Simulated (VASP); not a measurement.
Crystal: HfO2.

```
Hf O
1.0
     5.11800    0.00000    0.00000
     0.00000    5.18570    0.00000
    -0.85866    0.00000    5.21387
Hf O
4 8
Direct
  0.27550 0.46030 0.70800
  0.72450 0.96030 0.79200
  0.72450 0.53970 0.29200
  0.27550 0.03970 0.20800
  0.07420 0.16840 0.84670
  0.92580 0.66840 0.65330
  0.92580 0.83160 0.15330
  0.07420 0.33160 0.34670
  0.44870 0.74190 0.98010
  0.55130 0.24190 0.51990
  0.55130 0.25810 0.01990
  0.44870 0.75810 0.48010
```

* Program: VASP 6.6.1
* Task: relaxation of cell and atoms
* Functional: revPBE
* Potentials or basis: VASP PAW PBE potentials, release 64 (Hf_pv, O)
* Cutoff: 600 eV
* k mesh: 5 × 5 × 5
* Occupations: fermi-dirac, width 0.05 eV
* Spin: no spin polarisation

At the start: pressure 5.9 GPa; volume 11.53 Å³/atom.

**Question.** Where does the relaxation end?

**Answer.** Over 22 steps the energy falls by 7.6 meV/atom and the volume is 11.85 Å³/atom (+2.7 %); space group P2_1/c (No. 14, to 0.05 Å).

Step by step:
| step | energy change (eV) | largest force (eV/Å) | pressure (GPa) | volume (Å³) |
| --- | --- | --- | --- | --- |
| 1 | 0.0000 | 0.4704 | 5.86 | 138.38 |
| 2 | 0.0727 | 0.6275 | -8.03 | 146.99 |
| 3 | -0.0732 | 0.2037 | -0.34 | 141.85 |
| 4 | -0.0830 | 0.1283 | -0.17 | 141.89 |
| 5 | -0.0831 | 0.1536 | -0.14 | 141.90 |
| 6 | -0.0868 | 0.0534 | 0.13 | 141.71 |
| 7 | -0.0870 | 0.0686 | 0.22 | 141.66 |
| 8 | -0.0888 | 0.0290 | -0.02 | 141.88 |
| 9 | -0.0889 | 0.0300 | -0.09 | 141.94 |
| 10 | -0.0892 | 0.0267 | 0.15 | 141.84 |
| 11 | -0.0892 | 0.0296 | 0.15 | 141.83 |
| 12 | -0.0894 | 0.0228 | 0.09 | 141.88 |
| 13 | -0.0896 | 0.0292 | -0.06 | 141.99 |
| 14 | -0.0899 | 0.0272 | -0.05 | 142.01 |
| 15 | -0.0903 | 0.0230 | -0.03 | 142.05 |
| 16 | -0.0901 | 0.0588 | 0.00 | 142.13 |
| 17 | -0.0904 | 0.0295 | -0.01 | 142.08 |
| 18 | -0.0907 | 0.0265 | 0.01 | 142.07 |
| 19 | -0.0913 | 0.0219 | 0.08 | 142.06 |
| 20 | -0.0909 | 0.0608 | 0.20 | 142.04 |
| 21 | -0.0914 | 0.0280 | 0.12 | 142.06 |
| 22 | -0.0916 | 0.0174 | -0.04 | 142.17 |

Final structure:
```
Hf O
1.0
     5.16613    0.00000   -0.01566
     0.00000    5.21163    0.00000
    -0.88275    0.00000    5.28325
Hf O
4 8
Direct
  0.27530 0.45690 0.70780
  0.72470 0.95690 0.79220
  0.72470 0.54310 0.29220
  0.27530 0.04310 0.20780
  0.06662 0.17256 0.84954
  0.93338 0.67256 0.65046
  0.93338 0.82744 0.15046
  0.06662 0.32744 0.34954
  0.44975 0.74290 0.97521
  0.55025 0.24290 0.52479
  0.55025 0.25710 0.02479
  0.44975 0.75710 0.47521
```

Caveat: the PAW data sets were made with another functional, which shifts forces and pressure a little.
